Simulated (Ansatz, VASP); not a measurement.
**One calculation of GaN, two programs**

```
Ga N
1.0
     3.18257    0.00000    0.00000
    -1.59129    2.75619    0.00000
     0.00000    0.00000    5.15948
Ga N
2 2
Direct
  0.33333 0.66667 0.99878
  0.66667 0.33333 0.49878
  0.33333 0.66667 0.37622
  0.66667 0.33333 0.87622
```

Change from the starting cell: z stretched by -0.5 %, x and y held.

Alike in both runs: functional PBEsol; k mesh 8 × 8 × 4; no spin polarisation.

Ansatz relaxed the structure, and its values are those at the end. VASP's run is a single point on that final structure, the one shown.

|  | VASP | Ansatz |
| --- | --- | --- |
| version | VASP 6.6.1 | Ansatz 0.2.0 |
| potentials or method | VASP PAW PBE potentials, release 64 (Ga_d, N), cutoff 520 eV | all-electron LAPW, scalar-relativistic |
| occupations | gaussian, width 0.01 eV | fixed |

|  | VASP | Ansatz | Ansatz less VASP |
| --- | --- | --- | --- |
| gap on the k mesh at the Fermi level (eV) | 1.94 | 1.94 | -0.003 |
| pressure (GPa) | 0.7 | 0.9 | +0.20 |

Ansatz ran all-electron here, so the differences hold the error of VASP's frozen core and of both bases.

Caveats: the PAW data sets were made with another functional, which shifts forces and pressure a little (VASP).
